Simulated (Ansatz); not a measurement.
## Generalised stacking fault in Ag

Level of theory: DFT PBE, scalar-relativistic, plane waves, PAW (Ansatz). Cutoff 420 eV, Γ-centred 18×18×4 k-points, Gaussian smearing of 0.15 eV. No spin polarisation. Energies are free energies at this smearing, counted from the undisturbed cell; pressure is positive in compression.

Reference structure (as given, not relaxed at this level; it stands at 4.7 GPa):

```
CELL_PARAMETERS angstrom
2.04310 -2.04310 0.00000
2.04310 0.00000 -2.04310
8.17240 8.17240 8.17240
ATOMIC_POSITIONS crystal
Ag 0.66667 0.66667 0.08332
Ag 0.00000 0.00000 0.91665
Ag 0.33333 0.33333 0.24998
Ag 0.66667 0.66667 0.58332
Ag 0.00000 0.00000 0.41665
Ag 0.33333 0.33333 0.74998
```

The cut lies on the cell's a–b face, a (1 1 1) plane (indices in the standard cell, whose axes needn't be the Cartesian ones shown) of area 7.23 Å², between layers 2.36 Å apart. Vector c is tilted by f times 1·a + 1·b (length 5.005 Å) with the atoms' Cartesian places fixed: one unrelaxed fault a cell. The cell is metallic on the mesh throughout.

| f | γ (mJ/m²) | shear traction, the slope of γ along the slip (GPa) |
| --- | --- | --- |
| 0.0000 | 0 | 0.0 |
| 0.0833 | 141 | 7.3 |
| 0.1667 | 607 | 14.2 |
| 0.2500 | 1207 | 12.5 |
| 0.3333 | 1493 | -0.1 |
| 0.4167 | 1204 | -12.5 |
| 0.5000 | 612 | -13.9 |
| 0.5833 | 160 | -7.0 |
| 0.6667 | 24 | 0.0 |
| 0.7500 | 87 | 2.1 |
| 0.8333 | 135 | -0.2 |
| 0.9167 | 69 | -2.5 |